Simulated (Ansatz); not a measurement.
CuO:

```
CELL_PARAMETERS angstrom
2.34185 -1.71130 0.00000
-1.49182 -1.71130 -5.05787
2.34185 5.13390 0.00000
ATOMIC_POSITIONS crystal
Cu 0.32133 0.95658 0.29054
Cu 0.67867 0.04342 0.70946
Cu 0.32256 0.52186 0.68365
Cu 0.67744 0.47814 0.31635
O 0.41767 0.70732 0.00990
O 0.41393 0.79268 0.65850
O 0.22494 0.34817 0.07342
O 0.94346 0.15183 0.25818
```

Base run:

* Program: Ansatz 0.2.0
* Functional: r2SCAN
* Potentials or basis: Ansatz PAW
* Cutoff: 500 eV (not typed: the program's choice for these potentials)
* k mesh: 9 × 5 × 5
* Occupations: fermi-dirac, width 0.05 eV
* Spin: no spin polarisation

Its results: band gap on the k mesh none (metal or under the smearing width); pressure 49.4 GPa; largest force 16.039 eV/Å.

Problem. The run is repeated on the same cell with these changes: functional from r2SCAN to PBE; cutoff from 500 eV (not typed: the program's choice for these potentials) to 420 eV (not typed: the program's choice for these potentials); k mesh from 9 × 5 × 5 to 7 × 4 × 4. What comes out?

Solution. Band gap on the k mesh none (metal or under the smearing width); pressure 55.8 GPa; largest force 16.287 eV/Å.

Several settings changed at once, so the effect can't be laid on one alone.

Caveats: a pressure of tens of GPa on the cell as given is suspect, and the run, the potentials or the cell itself is likely at fault; the run has no spin polarisation, though such a crystal can be magnetic; semilocal functionals often make such compounds metallic where correlation or magnetic order opens a gap, which also shifts bond lengths; forces of over 1 eV/Å show positions far from the minimum, so gaps and moduli don't describe the material at rest; the PAW data sets come from PBE, with cores solved anew for the run's functional, which leaves a small shift of forces and pressure (some runs).
